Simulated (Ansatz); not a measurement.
# GaAs: band gap under strain

How does strain move the band edges of GaAs in the zincblende structure, and do the functionals agree on it? States: -1.5 % biaxial strain in the (111) plane, free along [111]; +0.5 % strain along x alone; -3.0 % equal strain in all directions.

Program: Ansatz 0.2.0. PAW datasets, plane waves. Computed at 0 K without zero-point motion; spin polarisation is off.

### 1 The structure to begin with

The unstrained cell was relaxed with r2SCAN; in each strained cell the atoms were relaxed again with r2SCAN. Names of k-points are those of the unstrained zone, where strain can split equivalent points. First state: -1.5 % biaxial strain in the (111) plane, free along [111].

Space group R3m (No. 160), trigonal; conventional cell a = 3.946 Å, c = 9.879 Å, 22.21 Å³ an atom. Around Ga lie 4 As at 2.43–2.45 Å; around As lie 4 Ga at 2.43–2.45 Å.

The structure in full:

```cif
data_structure
_symmetry_space_group_name_H-M 'P 1'
_symmetry_Int_Tables_number 1
_cell_length_a 4.0043
_cell_length_b 4.0043
_cell_length_c 4.0043
_cell_angle_alpha 59.047
_cell_angle_beta 59.047
_cell_angle_gamma 59.047
_cell_volume 44.41
loop_
_atom_site_label
_atom_site_type_symbol
_atom_site_fract_x
_atom_site_fract_y
_atom_site_fract_z
_atom_site_occupancy
Ga1 Ga 0.00098 0.00098 0.00098 1
As1 As 0.24902 0.24902 0.24902 1
```

From earlier runs on the unstrained cell: PBE 0.47 eV, r2SCAN 0.96 eV, HSE06 1.36 eV, G0W0 1.20 eV (on its mesh); a = 5.666 Å.

### 2 -1.5 % biaxial strain in the (111) plane, free along [111]: PBE

The input, input.yaml:

```yaml
crystal:
  lattice:
    - [0.0407578471, 2.8313466659, 2.8313466659]
    - [2.8313466659, 0.0407578471, 2.8313466659]
    - [2.8313466659, 2.8313466659, 0.0407578471]
  atoms:
    - { symbol: Ga, position: [0.0009752656, 0.0009752656, 0.0009752656] }
    - { symbol: As, position: [0.2490247344, 0.2490247344, 0.2490247344] }
kpoints:
  mp_grid: { grid: [8, 8, 8] }
  band_path:
    path:
      - [0.0, 0.0, 0.0]
      - [-0.5, -0.5, 0.0]
      - [-0.375, -0.375, 0.25]
      - [-0.375, 0.0, 0.375]
      - [0.0, 0.0, 0.5]
      - [-0.5, -0.25, 0.25]
    npoints: 1
hamiltonian:
  xc: pbe
scf:
  occupations: { method: fermi_dirac, width: 0.02 }
  n_extra_bands: 4
output:
  forces: true
  stress: true
  eigenvalues: true
```

After this run come: -1.5 % biaxial strain in the (111) plane, free along [111]: r2SCAN; -1.5 % biaxial strain in the (111) plane, free along [111]: HSE06; -1.5 % biaxial strain in the (111) plane, free along [111]: G0W0@PBE; +0.5 % strain along x alone: PBE; +0.5 % strain along x alone: r2SCAN; +0.5 % strain along x alone: HSE06; +0.5 % strain along x alone: G0W0@PBE; -3.0 % equal strain in all directions: PBE; -3.0 % equal strain in all directions: r2SCAN; -3.0 % equal strain in all directions: HSE06; -3.0 % equal strain in all directions: G0W0@PBE.

**Question.** What will these runs give?

The runs gave:

Least gap in eV (negative: overlap), with the change from the unstrained cell in brackets. G0W0 is on its own coarse mesh.

```
                                                     state  volume change (%)           PBE        r2SCAN         HSE06          G0W0
-1.5 % biaxial strain in the (111) plane, free along [111]               -2.3  0.57 (+0.10)  1.07 (+0.11)  1.48 (+0.12)  1.32 (+0.12)
                               +0.5 % strain along x alone               +0.5  0.42 (-0.05)  0.91 (-0.05)  1.31 (-0.05)  1.15 (-0.05)
                     -3.0 % equal strain in all directions               -8.7  1.17 (+0.70)  1.60 (+0.64)  1.89 (+0.53)  1.69 (+0.49)
```

What this shows: With HSE06, of the states in the table -3.0 % equal strain in all directions shifts the gap most, by +0.526 eV. PBE and HSE06 differ by 0.90 eV on the unstrained gap, and by at most 0.18 eV on its change: PBE follows the response to strain far better than the gap itself. G0W0 here is at a finite number of bands, screening cutoff and k mesh, not at the basis limit.
